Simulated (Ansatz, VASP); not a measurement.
## InAs: VASP beside Ansatz

Aim: how closely do two programs agree when they are given the same cell, functional and k mesh? The cell is a member of a volume series, scaled by 0.985 from a relaxed one, so a pressure remains.

Method: plane waves, with VASP 6.6.1 beside it; single point at r2SCAN, in Ansatz 0.2.0.

## (1) Set-up

Symmetry: F-43m, No. 216, cubic system. Conventional cell: a = 6.078 Å, b = 6.078 Å, c = 6.078 Å, α = 90.00°, β = 90.00°, γ = 90.00°. Nearest to In lie 4 As at 2.63 Å. Nearest to As lie 4 In at 2.63 Å. Farther neighbours are not listed.

## (2) VASP: single point, r2SCAN, volume scaled by 0.985

A single point gives forces, pressure and levels at one fixed geometry, so differences don't come from the geometry; what else differs is listed under the comparison.

Lines of VASP's logs that name or quote its potential files are left out, and so is its time.

The input asks for a relaxation, which ended at its first step since no free force or stress exceeded the threshold; so it serves as a single point.

File INCAR:

```
SYSTEM = InAs
PREC = Accurate
ENCUT = 500
EDIFF = 1E-06
NELM = 100
ISMEAR = 0
SIGMA = 0.05
LREAL = .FALSE.
ALGO = Normal
METAGGA = R2SCAN
LASPH = .TRUE.
NBANDS = 15
LORBIT = 11
LWAVE = .FALSE.
LCHARG = .FALSE.
KPAR = 4
IBRION = 2
NSW = 30
ISIF = 4
EDIFFG = -0.01
```

File POSCAR:

```
InAs
1.0
    0.0000000000      3.0391148534      3.0391148534
    3.0391148534      0.0000000000      3.0391148534
    3.0391148534      3.0391148534      0.0000000000
In As
1 1
Direct
    0.0000000000      0.0000000000      0.0000000000
    0.7500000000      0.7500000000      0.7500000000
```

File KPOINTS:

```
Automatic mesh
0
Gamma
10 10 10
0 0 0
```

PAW data sets: In_d and As (PBE family, release 64).

Started as:

```
$ mpirun -np 4 vasp_std
```

Numbers of over 12 decimals in the logs are rounded to 6 here.

The log of the run:

```text
[banner, memory and clock lines left out]
running    4 mpi-ranks, on    1 nodes
 distrk:  each k-point on    1 cores,    4 groups
 distr:  one band on    1 cores,    1 groups

 POSCAR found type information on POSCAR InAs
 POSCAR found :  2 types and       2 ions
|                                                                             |
|               ----> ADVICE to this user running VASP <----                  |
|                                                                             |
|     You enforced a specific xc type in the INCAR file but a different       |
|     [... a line on the potential file left out ...]
|     I HOPE YOU KNOW WHAT YOU ARE DOING!                                     |
|                                                                             |

 LDA part: xc-table for (None), standard interpolation
 POSCAR, INCAR and KPOINTS ok, starting setup
 FFT: planning ... GRIDC
 FFT: planning ... GRID_SOFT
 FFT: planning ... GRID
 WAVECAR not read
 entering main loop
       N       E                     dE             d eps       ncg     rms          rms(c)
DAV:   1     0.806469926373E+02    0.80647E+02   -0.84751E+03  1410   0.130E+03
DAV:   2    -0.338330307965E+02   -0.11448E+03   -0.11057E+03  1536   0.305E+02
DAV:   3    -0.412430434996E+02   -0.74100E+01   -0.73724E+01  1816   0.793E+01
DAV:   4    -0.414449121894E+02   -0.20187E+00   -0.20181E+00  1777   0.145E+01
DAV:   5    -0.414548833460E+02   -0.99712E-02   -0.99709E-02  2110   0.265E+00    0.608E+00
DAV:   6    -0.380672373752E+02    0.33876E+01   -0.15483E+00  1781   0.284E+01    0.297E+00
DAV:   7    -0.380496144006E+02    0.17623E-01   -0.22345E-01  1648   0.376E+00    0.179E+00
DAV:   8    -0.380572008075E+02   -0.75864E-02   -0.18881E-02  1858   0.124E+00    0.701E-01
DAV:   9    -0.380584647789E+02   -0.12640E-02   -0.17559E-03  1846   0.358E-01    0.177E-01
DAV:  10    -0.380584982308E+02   -0.33452E-04   -0.21758E-04  1930   0.148E-01    0.153E-01
DAV:  11    -0.380585368419E+02   -0.38611E-04   -0.66637E-05  1669   0.119E-01    0.361E-02
DAV:  12    -0.380585233328E+02    0.13509E-04   -0.24539E-05  1725   0.436E-02    0.332E-02
DAV:  13    -0.380585230288E+02    0.30394E-06   -0.51306E-06  1732   0.131E-02
   1 F= -.38058523E+02 E0= -.38058520E+02  d E =-.380585E+02
 curvature:   0.00 expect dE= 0.000E+00 dE for cont linesearch  0.000E+00
 trial: gam= 0.00000 g(F)=  0.110E-44 g(S)=  0.280E-33 ort = 0.000E+00 (trialstep = 0.100E+01)
 search vector abs. value=  0.100E-09
 reached required accuracy - stopping structural energy minimisation
```

OUTCAR, selected parts (step 2):

```text
ion  position               nearest neighbor table
   1  0.000  0.000  0.000-   2 2.63   2 2.63   2 2.63   2 2.63
   2  0.750  0.750  0.750-   1 2.63   1 2.63   1 2.63   1 2.63

  LATTYP: Found a face centered cubic cell.
 ALAT       =     6.0782297068

 Subroutine GETGRP returns: Found 24 space group operations
 (whereof 24 operations were pure point group operations)

The static configuration has the point symmetry T_d .

 Found     47 irreducible k-points:

   k-points           NKPTS =     47   k-points in BZ     NKDIM =     47   number of bands    NBANDS=     15

   dimension x,y,z NGX =    32 NGY =   32 NGZ =   32
   dimension x,y,z NGXF=    64 NGYF=   64 NGZF=   64

   ENCUT  =  500.0 eV  36.75 Ry    6.06 a.u.   7.84  7.84  7.84*2*pi/ulx,y,z

   NELECT =      18.0000    total number of electrons

 k-points in reciprocal lattice and weights: Automatic mesh
   0.00000000  0.00000000  0.00000000       0.001
   0.10000000  0.00000000  0.00000000       0.008
   0.20000000  0.00000000  0.00000000       0.008
   0.30000000  0.00000000  0.00000000       0.008
   0.40000000  0.00000000  0.00000000       0.008
   0.50000000  0.00000000  0.00000000       0.004
   0.10000000  0.10000000  0.00000000       0.006
   0.20000000  0.10000000  0.00000000       0.024
   0.30000000  0.10000000  0.00000000       0.024
[...]
-0.30000000  0.40000000  0.20000000       0.024
  -0.30000000  0.50000000  0.20000000       0.012

 average (electrostatic) potential at core
       1-102.3410       2 -54.2912

 E-fermi :   4.2058

 k-point     1 :       0.0000    0.0000    0.0000
  band No.  band energies     occupation
    ...
      5     -10.5621      2.00000
      6      -8.0823      2.00000
      7       4.1163      1.98863
      8       4.1163      1.98863
      9       4.1163      1.98863
     10       4.2807      0.03410
     11       8.3818      0.00000
     12       8.3818      0.00000
     13       8.3818      0.00000
     14      12.1298      0.00000
    ...

 k-point     2 :       0.1000    0.0000    0.0000
  band No.  band energies     occupation
    ...
      5     -10.5622      2.00000
      6      -7.9753      2.00000
      7       2.7113      2.00000
      8       3.9895      2.00000
      9       3.9895      2.00000
     10       5.3258      0.00000
     11       8.4439      0.00000
     12       8.5724      0.00000
     13       8.5724      0.00000
     14      12.7303      0.00000
    ...

 k-point     3 :       0.2000    0.0000    0.0000
  band No.  band energies     occupation
    ...
      5     -10.5617      2.00000
      6      -7.6724      2.00000
      7       1.1699      2.00000
      8       3.7014      2.00000
      9       3.7014      2.00000
     10       5.7132      0.00000
     11       8.9565      0.00000
     12       8.9565      0.00000
     13       9.0896      0.00000
     14      13.1014      0.00000
    ...

  Total        0.3265973      0.3265973      0.3265973     -0.0000000      0.0000000     -0.0000000
  in kB        9.3207704      9.3207704      9.3207704     -0.0000000      0.0000000     -0.0000000
  external PRESSURE =       9.3207704 kB  Pullay stress =       0.0000000 kB

  energy-cutoff  :      500.00
  volume of cell :       56.14
      direct lattice vectors                 reciprocal lattice vectors
     0.000000000  3.039114853  3.039114853    -0.164521587  0.164521587  0.164521587
     3.039114853  0.000000000  3.039114853     0.164521587 -0.164521587  0.164521587
     3.039114853  3.039114853  0.000000000     0.164521587  0.164521587 -0.164521587

 POSITION                                       TOTAL-FORCE (eV/Angst)
 -----------------------------------------------------------------------------------
      0.00000      0.00000      0.00000         0.000000     -0.000000      0.000000
      4.55867      4.55867      4.55867        -0.000000      0.000000     -0.000000
 -----------------------------------------------------------------------------------
    total drift:                                0.000003      0.000003      0.000003

  FREE ENERGIE OF THE ION-ELECTRON SYSTEM (eV)
  ---------------------------------------------------
  free  energy   TOTEN  =       -38.0585230288 eV

  energy  without entropy=      -38.0585166031  energy(sigma->0) =      -38.05851982

 reached required accuracy - stopping structural energy minimisation

 total charge
# of ion       s       p       d       tot
------------------------------------------
    1        0.834   0.749   9.890  11.472
    2        1.213   1.608   0.022   2.843
--------------------------------------------------
tot          2.047   2.357   9.911  14.316

[... 3 further parts left out ...]
```

CONTCAR:

```
InAs
   1.00000000000000
     0.0000000000000000    3.0391148534000001    3.0391148534000001
     3.0391148534000001    0.0000000000000000    3.0391148534000001
     3.0391148534000001    3.0391148534000001    0.0000000000000000
  In              As
     1     1
Direct
     0.0000000000000000    0.0000000000000000    0.0000000000000000
     0.7500000000000000    0.7500000000000000    0.7500000000000000
```

## (3) Ansatz: single point, r2SCAN, volume scaled by 0.985

Ansatz runs on its default PAW (the set named soft_2) files.

The same cell, functional, mesh and smearing now go to Ansatz, which takes its cutoff from its data sets.

File input.yaml:

```yaml
crystal:
  lattice:
    - [0.0, 3.03911485, 3.03911485]
    - [3.03911485, 0.0, 3.03911485]
    - [3.03911485, 3.03911485, 0.0]
  atoms:
    - { symbol: In, position: [0.0, 0.0, 0.0] }
    - { symbol: As, position: [0.75, 0.75, 0.75] }
hamiltonian:
  xc: r2scan
  pseudopotentials: { kind: paw }
kpoints:
  mp_grid: { grid: [10, 10, 10] }
scf:
  occupations: { method: gaussian, width: 0.05 }
  n_extra_bands: 4
output:
  forces: true
  stress: true
  eigenvalues: true
```

Started as:

```
$ ansatz run input.yaml --threads 2 --pin off --max-ram 4608MiB --backend cpu --events-out ev --progress --plain --runs-dir out
```

The log of the run:

```text
scf.n_extra_bands = 4 over 14 filled bands (N_el = 28.0): the run solves 18 bands
Engine: ansatz 0.2.0, aarch64-unknown-linux-gnu
Pseudopotentials: kind: paw
Pseudopotential: In, paw, valence charge 13, recommended cutoff 500 eV (meta_gga), In.paw.azcp
Pseudopotential: As, paw, valence charge 15, recommended cutoff 500 eV (meta_gga), As.paw.azcp
Functional definition: r2SCAN
  parameter k0 = 0.174
  parameter k1 = 0.065
  parameter a1 = 4.9479
  exchange = r2scan_x(k0 = k0, k1 = k1, a1 = a1)
  correlation = r2scan_c
Crystal: 2 atoms, lattice volume = 56.140 Å³
Basis set: ecut = 500 eV, 1411 PW (Γ), exchange–correlation on 128×128×128 points (64 copies of the dense FFT grid, shifted against one another)
Bands: 18, of which v1, the nominal top of the filled ones, is band 14 counted from 1 (13 counted from 0)
Symmetry: 24 space group operations
Space group: F-43m (ITA 216), of the structure as read, at distance tolerance 3.8e-5 Å
k-points: 47 of 1000 (time reversal used)
Non-local potential: In, projectors of the file, l = 0: 2, l = 1: 2, l = 2: 2, l = 3: 2
Non-local potential: As, projectors of the file, l = 0: 2, l = 1: 2, l = 2: 3, l = 3: 1
PAW form: soft (Blöchl's): semilocal exchange-correlation on the pseudo side does not see the compensation charge
PAW frozen core: In, regenerated for the run's functional (the file was generated under x = pbe(κ = 0.804, μ = 0.219515), c = pbe(β = 0.066725))
PAW frozen core: As, regenerated for the run's functional (the file was generated under x = pbe(κ = 0.804, μ = 0.219515), c = pbe(β = 0.066725))
PAW one-centre angular grid: In, 590 points (default); XC on 289 of its mesh's 2783 points in the sphere
PAW one-centre angular grid: As, 590 points (default); XC on 160 Gauss nodes
Initial density: superposition of atomic densities (neutral atoms: chi_scale 0, normalization atom), corrected by the library's trained network
Initial wavefunctions: pseudopotential atomic-orbital guess
Functional: x = r2scan, c = r2scan; τ floored in thin density (d = 2e-4 eV/Å³)
SCF iter   1: F=—  HF=-10477.169457 eV  |F-HF|=—  |Δ(HF+E_count)|=         —  Δρ=5.97e-3  dr2=1.13e-2  dr2_τ=7.97e-3  ethr=1.77e-3  ⟨swp⟩=6.0  Hψ=4236  notcnv=0
preconditioner: auto → none  [insulator: Δε(μ)=0.121 eV  Ē_g=15.468 eV  σ=0.050 eV  W_gap=0.90  n_scr=14 (ndim 8)  ℏωp=21.0 eV  f_vac=0.109  D(μ)=0.02/eV (n_scr^D=0)  ε∞_Penn≈2.8]
SCF iter   2: F=—  HF=-10477.176147 eV  |F-HF|=—  |Δ(HF+E_count)|=   6.69e-3  Δρ=1.70e-3  dr2=1.25e-3  dr2_τ=6.74e-5  ethr=4.05e-5  ⟨swp⟩=2.0  Hψ=2068  notcnv=0
SCF iter   3: F=—  HF=-10477.176453 eV  |F-HF|=—  |Δ(HF+E_count)|=   3.06e-4  Δρ=7.20e-4  dr2=1.76e-4  dr2_τ=3.79e-6  ethr=4.47e-6  ⟨swp⟩=1.2  Hψ=912  notcnv=0
SCF iter   4: F=—  HF=-10477.176515 eV  |F-HF|=—  |Δ(HF+E_count)|=   6.18e-5  Δρ=6.76e-5  dr2=1.38e-6  dr2_τ=3.53e-8  ethr=6.29e-7  ⟨swp⟩=2.2  Hψ=1089  notcnv=0
SCF iter   5: F=—  HF=-10477.176514 eV  |F-HF|=—  |Δ(HF+E_count)|=   1.08e-6  Δρ=2.07e-5  dr2=5.50e-7  dr2_τ=5.30e-9  ethr=4.92e-9  ⟨swp⟩=2.8  Hψ=1569  notcnv=0
SCF iter   6: F=-10477.176514 eV  HF=-10477.176514 eV  |F-HF|=7.69e-10  |Δ(HF+E_count)|=   2.09e-7  Δρ=4.62e-6  dr2=1.80e-8  dr2_τ=4.23e-10  ethr=3.57e-10  ⟨swp⟩=3.0  Hψ=3366  notcnv=0
SCF 1 converged in 6 iterations: F = -10477.176514 eV  dr2 = 1.80e-8
  greatest PAW one-centre occupation: 0.999 electrons in one spin orbital (limit 2), on the As atom at site 1 (counted from 0), in its partial waves of l = 2
SCF converged after 6 iterations
Free energy (F): -10477.176514 eV
Harris-Foulkes:  -10477.176514 eV  (|F-HF|=7.69e-10)
Internal energy: -10477.176508 eV  (E = F + TS)
E sigma→0 (E₀):  -10477.176511 eV
Entropy (-TS):   -0.000006 eV (-0.003 meV/atom)
Fermi energy:    7.497863 eV
--- Per-component energies (eV) ---
  E_band       = -335.392551
  E_kinetic    = 346.412367
  E_local      = -3299.129478  (includes V_loc(G=0)·N_el)
  E_nonlocal   = -302.016962
  E_hartree    = 1596.282085
  E_xc         = -274.911568
  E_vxc        = -190.727812  (∫ρ·V_xc dr)
  E_paw        = -6033.084057  (= ΣΔE_a)
  E_vpaw       = -94.253990  (= ΣTr[D̂ρ^β])
  E_aug_tail   = 0.000000  (compensation charges beyond the density's cutoff)
  E_vtau       = 11.761223  (kinetic-family band-sum trace: ∫τ·v_τ [+ j·A + Jᵃ·Aᵃ] dr)
  E_ewald      = -2510.237033
  E_core_change = -0.491862  (= ΣΔE_core)
  E_smearing   = -0.000006  (= −TS)
  E_closure    = -0.000000  (closes the sum)
  Σ components = -10477.176514   (vs F -10477.176514, Δ=0.00e0)
--- Forces (eV/Å), atoms counted from 1 ---
  atom   1  In    -0.00000000     0.00000000     0.00000000
  atom   2  As     0.00000000    -0.00000000     0.00000000
  max |Σ_I F_I| component: 2.07e-16 eV/Å
--- Stress (GPa, compression-positive) ---
        0.898025       0.000000      -0.000000
        0.000000       0.898025       0.000000
       -0.000000       0.000000       0.898025
  P = ⅓ Tr σ = 0.8980 GPa (8.980 kbar)
--- Band table (eV; the first three rows and the last of 47) ---
  k-point 0: bands = [... 10 lower, -4.7854, 7.4079, 7.4079, 7.4079, 7.5733, 11.6812, 11.6812, 11.6812]
  k-point 1: bands = [... 10 lower, -4.6788, 6.0044, 7.2814, 7.2814, 8.6175, 11.7431, 11.8718, 11.8718]
  k-point 2: bands = [... 10 lower, -4.3767, 4.4641, 6.9938, 6.9938, 9.0061, 12.2560, 12.2560, 12.3874]
  k-point 46: bands = [... 10 lower, -2.6994, 1.6794, 4.4967, 4.5873, 11.3677, 11.5858, 13.5868, 14.3216]
```

Run time: 6 s. Hardware: 2 threads of Arm Neoverse V1, shared host; peak memory 0.51 GiB; 12 s of CPU time.

In the SCF lines HF is the Harris–Foulkes energy and dr2 the Hartree energy of the density residual, in eV; the loop may stop once dr2 is under the threshold and the program's other checks hold. Hψ counts applications of the Hamiltonian.

The run ends at a pressure of 0.90 GPa.

## (4) Side by side

Known differences besides the potentials themselves: VASP keeps PBE cores, Ansatz makes them for the functional; the data sets hold 28 valence electrons in Ansatz (default PAW (the set named soft_2) files) and 18 in VASP. Total energies have different zeros and are not compared.

Compared:

```
              quantity  Ansatz   VASP  difference
        pressure (GPa)    0.90   0.93       -0.03
gap on the k mesh (eV)   0.165  0.164      +0.001
```

A gap on the mesh is an upper bound, since the band edges may lie between its points. Ansatz's pressure holds a Pulay correction of 0.01 GPa; VASP's holds none.

## (5) Other set-ups

Further runs change the set-up of one program: Ansatz's method, potentials or start, or VASP's data sets, cutoff or form of LDA. The table gives Ansatz less VASP for each quantity, since a change that brings one quantity closer may part another.

```
                              run  pressure (GPa)  gap on the k mesh (eV)
                         as above          -0.034                  9.9e-4
Ansatz's all-electron LAPW method          -0.029                  0.0054
```

## (6) What came out

| Item | Value |
| --- | --- |
| difference in gap on the k mesh (single point, r2SCAN, volume scaled by 0.985) | 9.9e-4 eV |

What this shows: The difference in gap on the k mesh is 9.9e-4 eV (single point, r2SCAN, volume scaled by 0.985), within the 0.08 eV picked in this series as the mark of a large difference. Single point, r2SCAN, volume scaled by 0.985, Ansatz's all-electron LAPW method: the difference in gap on the k mesh goes from 9.9e-4 to 0.0054 eV. How closely two codes agree says nothing of how well the functional describes the real material.

[Lines on the potential files, build, host, timing and source positions are cut from VASP's logs without a mark.]

[Logs are printed without paths, hosts, clocks, repeated set-up lines and the standing remarks that a program may print on its own settings, such as how far it seeks lower states.]

[Hosts, paths, dates, database ids (printed as entryN), source tags and the programs' standing remarks are cut or masked in the printed files.]
